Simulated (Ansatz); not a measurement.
Below is the output of a Python script on Ansatz 0.2.0 through its Python package that makes an all-electron LAPW single point of AlAs, space group F-43m. Write a script that gives it. Settings: LDA, LAPW, the default cutoff (306 eV here), 5×5×5 k-points, fixed occupations.

```
CELL_PARAMETERS angstrom
0.00000 2.83040 2.83040
2.83040 0.00000 2.83040
2.83040 2.83040 0.00000
ATOMIC_POSITIONS crystal
Al 0.00000 0.00000 0.00000
As 0.25000 0.25000 0.25000
```

Running `python alas.py` prints:
```text
plan: 21 bands, 10 k-points, plane waves [537, 564] grid [24, 24, 24]
F = E - TS               -68025.44840 eV
E                        -68025.44840 eV
Harris-Foulkes           -68025.44840 eV
Fermi level                   7.13651 eV
  atom   fx   fy   fz
0   Al  0.0  0.0  0.0
1   As -0.0 -0.0 -0.0
top of band 17 at k = [0.0, 0.0, 0.0] 7.1365 eV
bottom of band 18 at k = [0.0, 0.4, 0.4] 8.6872 eV
gap by band count 1.551 eV, least direct gap 1.839 eV
estimated basis error 0.107 meV/atom, target 0.250
  Al muffin-tin radius 1.144 A, core shells 1
  As muffin-tin radius 1.307 A, core shells 3
```

One script that gives this output:

`alas.py`:
```python
"""All-electron LAPW single point of AlAs."""

import ansatz as az
import numpy as np
import pandas as pd

structure = (
    az.Lattice.fcc(5.6608)
    .space_group(216)
    .atom("Al", [0.0, 0.0, 0.0])
    .atom("As", [0.25, 0.25, 0.75])
    .primitive()
)

model = structure.calculation()
model = model.functional(az.Functional.LDA)
model = model.kpoints(5).occupations("fixed")
model = model.pseudopotentials("all_electron", lapw=True)
model = model.forces()
model = model.band_table()
planned = model.session().plan(threads=1)
facts = planned.describe()
print("plan:", facts["n_bands"], "bands,", len(facts["kpoints_frac"]), "k-points, plane waves", facts["n_pw_range"], "grid", facts["fft_dense"])
res = planned.execute()
rep = res.report

print("%-22s %14.5f eV" % ("F = E - TS", rep["free_energy_ev"]))
print("%-22s %14.5f eV" % ("E", rep["internal_energy_ev"]))
print("%-22s %14.5f eV" % ("Harris-Foulkes", rep["harris_foulkes_ev"]))
print("%-22s %14.5f eV" % ("Fermi level", rep["fermi_energy_ev"]))

# forces, one row an atom
table = pd.DataFrame(rep["forces_ev_ang"], columns=["fx", "fy", "fz"])
table.insert(0, "atom", [site["symbol"] for site in rep["lattice"]["sites"]])
print(table.round(4).to_string())

# band edges over the mesh points; the true edges can lie between them
levels = np.array(rep["eigenvalues_ev"])
filled = round(rep["n_electrons"] / 2)
top, bottom = levels[:, filled - 1], levels[:, filled]
print("top of band", filled, "at k =", rep["kpoints_frac"][top.argmax()], f"{top.max():.4f} eV")
print("bottom of band", filled + 1, "at k =", rep["kpoints_frac"][bottom.argmin()], f"{bottom.min():.4f} eV")
print(f"gap by band count {bottom.min() - top.max():.3f} eV, least direct gap {(bottom - top).min():.3f} eV")

errors = rep["lapw_basis_errors"]
print(f"estimated basis error {1000 * errors['total_ev_per_atom']:.3f} meV/atom, target {1000 * errors['basis_error_target_ev_per_atom']:.3f}")
for sphere in errors["spheres"]:
    print(f"  {sphere['species']:2s} muffin-tin radius {sphere['muffin_tin_radius_ang']:.3f} A, core shells {sphere['core_shells']}")
```

Caveats:
- All-electron totals depend on functional, relativistic treatment and basis; only differences at equal settings carry meaning.
- Along an axis with an odd division the mesh misses the point at one half; a gap read on a finite mesh is an upper bound on this functional's gap.
- Semilocal gaps usually lie well under measured ones.
- The computed bands are complete only to about 4.3 eV above the Fermi level.
- Under fixed occupations the level called the Fermi level is the highest filled one on the SCF mesh; off the mesh a filled band can lie a little above it.
- An absolute Fermi energy rests on an arbitrary zero of the periodic potential and has no direct meaning.
- The starting cell is as deposited in a crystallographic database; the results hold for this polymorph, which needn't be the stable one.
- Gaps and levels are Kohn-Sham values on a finite set of k-points, without spin-orbit coupling.
- Timing: 6 s on 1 thread of Arm Neoverse V1, on a shared host, peak memory 0.37 GiB.

(Lines on the test bed's own set-up are left out of the output.)
